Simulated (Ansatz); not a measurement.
Set up this calculation in Ansatz 0.2.0, as the native input.

```
Task                : elastic constants
Functional          : PBE
Potentials or basis : Ansatz PAW
Cutoff              : 420 eV (not typed: the program's choice for these potentials)
k mesh              : 6 × 6 × 6
Occupations         : fermi-dirac, width 0.05 eV
Spin                : collinear spin, ferromagnetic start
Starting moments    : [1.0, 1.0, 1.0, 0.0] μB
Atoms under strain  : relaxed
```

The system is AlNi3.

```
Ni Al
1.0
     3.52305    0.00000    0.00000
     0.00000    3.52305    0.00000
     0.00000    0.00000    3.52305
Ni Al
3 1
Direct
  0.50000 0.50000 0.00000
  0.50000 0.00000 0.50000
  0.00000 0.50000 0.50000
  0.00000 0.00000 0.00000
```

The cell is a database's computed one.

One way to write it, as run:

input.yaml

```yaml
crystal:
  lattice:
    - [3.5230547267, 0.0, 0.0]
    - [0.0, 3.5230547267, 0.0]
    - [0.0, 0.0, 3.5230547267]
  atoms:
    - { symbol: Ni, position: [0.5, 0.5, 0.0], spin: 1.0 }
    - { symbol: Ni, position: [0.5, 0.0, 0.5], spin: 1.0 }
    - { symbol: Ni, position: [0.0, 0.5, 0.5], spin: 1.0 }
    - { symbol: Al, position: [0.0, 0.0, 0.0] }
hamiltonian:
  xc: pbe
  pseudopotentials: { kind: paw }
magnetization:
  spin_polarized: true
kpoints:
  mp_grid: { grid: [6, 6, 6] }
scf:
  occupations: { method: fermi_dirac, width: 0.05 }
output:
  forces: true
  stress: true
elastic:
  mode: relaxed_ion
  stencil: two_point
```

Potentials or basis: Ansatz PAW.

Launch:

```bash
$ ansatz run input.yaml --threads 2 --pin off --max-ram 5632MiB --backend cpu --events-out ev --progress --plain --runs-dir out
```

Results of the run:

The pressure is 7.4 GPa and the band gap on the k mesh is none (metal or under the smearing width). The net moment is 0.70 μB per cell. The absolute moment is 0.89 μB per cell and the site moments are Ni +0.26; Al -0.02 μB. The elastic constants C11, C12, C44 are 294, 175, 149 GPa and the voigt bulk modulus is 215 GPa.

Caveat: the cell is more than 3 GPa from zero pressure, which shifts response properties; elastic constants of metals need much finer meshes, so these are rough.

It took 9.3 s on 2 threads of AMD EPYC 9R45 96-Core Processor (Zen 5) (shared host), peak memory 0.51 GiB.
